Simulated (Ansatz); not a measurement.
BAs under changes of volume

One of the cells (13.626 Å³/atom); the others are scaled copies at fixed shape and fractional positions:

```
CELL_PARAMETERS angstrom
0.00000 2.38850 2.38850
2.38850 0.00000 2.38850
2.38850 2.38850 0.00000
ATOMIC_POSITIONS crystal
As 0.75000 0.75000 0.75000
B 0.00000 0.00000 0.00000
```

```yaml
Program: Ansatz 0.2.0
Functional: PBE
Potentials_or_basis: all-electron LAPW, scalar-relativistic
Cutoff: 343 eV (chosen from the basis error)
Basis_error_allowed: 0.0005 eV/atom
k_mesh: 10 × 10 × 10
Occupations: fermi-dirac, width 0.05 eV
Spin: no spin polarisation
```

```tsv
volume (Å³/atom)	energy over the lowest point (meV/atom)	pressure (GPa)	gap on the mesh (eV)
12.809	?	?	?
13.081	21.96	9.0	1.14
13.354	9.45	5.7	1.17
13.626	2.30	2.7	1.19
13.899	0.00	0.0	1.21
14.171	2.09	-2.4	1.23
14.444	8.15	-4.7	1.24
```

**Question.** What does the run at 12.809 Å³/atom give?

**Answer.** Energy over the lowest point 40.42 meV/atom; pressure 12.7 GPa; gap on the mesh 1.12 eV.

Worked out: A Birch-Murnaghan fit of order 3 (a polynomial in V^(-2/3)) to the other rows has its minimum at 13.90 Å³/atom with B0 = V·E''(V) = 131 GPa and B' = 4.0. It gives 40.35 meV/atom at 12.809 Å³/atom, against the run's 40.42, and -dE/dV = 12.7 GPa, against 12.7. A straight line through the other rows of the gap, of slope 1.01 eV per unit of ln V, extrapolates to 1.12 eV, against the run's 1.12.

Energies are extrapolated to zero smearing.

A mesh can miss the band edges. Spin-orbit coupling on As is left out.
